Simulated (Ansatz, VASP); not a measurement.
# GaSb in VASP and in Ansatz

The input INCAR:

```
SYSTEM = GaSb
PREC     = Accurate       ! precision mode
ENCUT    = 520            ! plane-wave cutoff, eV
EDIFF    = 1E-8           ! SCF threshold, eV
ISMEAR   = -1             ! smearing method
SIGMA    = 0.08           ! smearing width, eV
LREAL    = .FALSE.        ! projectors in reciprocal space
LASPH    = .TRUE.         ! aspherical terms in the spheres
NELM     = 80             ! most SCF steps
ALGO     = Normal         ! electronic algorithm
ISIF     = 2              ! what is computed and relaxed
LWAVE    = .FALSE.        ! write WAVECAR
LCHARG   = .FALSE.        ! write CHGCAR
GGA      = PE             ! functional
LEFG     = .TRUE.       
NBANDS   = 16             ! bands
```

File KPOINTS:

```
regular mesh
0
G
  9 9 9
  0 0 0
```

The input POSCAR:

```
GaSb
1.0
    0.0000000000      3.1080583490      3.1080583490
    3.1080583490      0.0000000000      3.1080583490
    3.1080583490      3.1080583490      0.0000000000
Ga Sb
1 1
Direct
    0.0000000000      0.0000000000      0.0000000000
    0.2500000000      0.2500000000      0.2500000000
```

Input for Ansatz:

```yaml
crystal:
  lattice:
    - [0.0, 3.108058349, 3.108058349]
    - [3.108058349, 0.0, 3.108058349]
    - [3.108058349, 3.108058349, 0.0]
  atoms:
    - { symbol: Ga, position: [0.0, 0.0, 0.0] }
    - { symbol: Sb, position: [0.25, 0.25, 0.25] }
kpoints:
  mp_grid: { grid: [9, 9, 9] }
  band_path:
    path:
      - [0.0, 0.0, 0.0]
      - [-0.5, -0.5, 0.0]
      - [-0.375, -0.375, 0.25]
      - [-0.375, 0.0, 0.375]
      - [0.0, 0.0, 0.0]
      - [0.0, 0.0, 0.5]
      - [-0.5, -0.25, 0.25]
      - [-0.5, -0.5, 0.0]
    npoints: 8
scf:
  occupations: { method: fermi_dirac, width: 0.08 }
hamiltonian:
  xc: pbe
  pseudopotentials: { kind: paw }
output:
  forces: true
  stress: true
  eigenvalues: true
  efg: { contact_densities: true }
  populations: true
  bader: true
  dos: { projected: true, de: 0.2, e_range: [-14, 8] }
```

Alike in both runs: task electric field gradients; functional PBE; k mesh 9 × 9 × 9; occupations fermi-dirac, width 0.08 eV; no spin polarisation.

|  | VASP | Ansatz |
| --- | --- | --- |
| version | VASP 6.6.1 | Ansatz 0.2.0 |
| potentials or method | VASP PAW PBE potentials, release 64 (Ga_d, Sb) | PAW with Ansatz's default frozen-core files, scalar-relativistic |
| plane-wave cutoff (eV) | 520 | 420 |
| valence electrons in the cell | 18 | 28 |

```tsv
	VASP	Ansatz	Ansatz less VASP
pressure (GPa)	0.0	0.0	-0.07
Vzz of the field gradient on the site that differs most (V/Å²)	0.0	0.0	0.00
```

The two sets of potentials don't hold the same shells in valence. Ansatz warned: «gradients_without_spin_orbit».

The runs have no spin-orbit coupling, so splittings on Sb are missing.
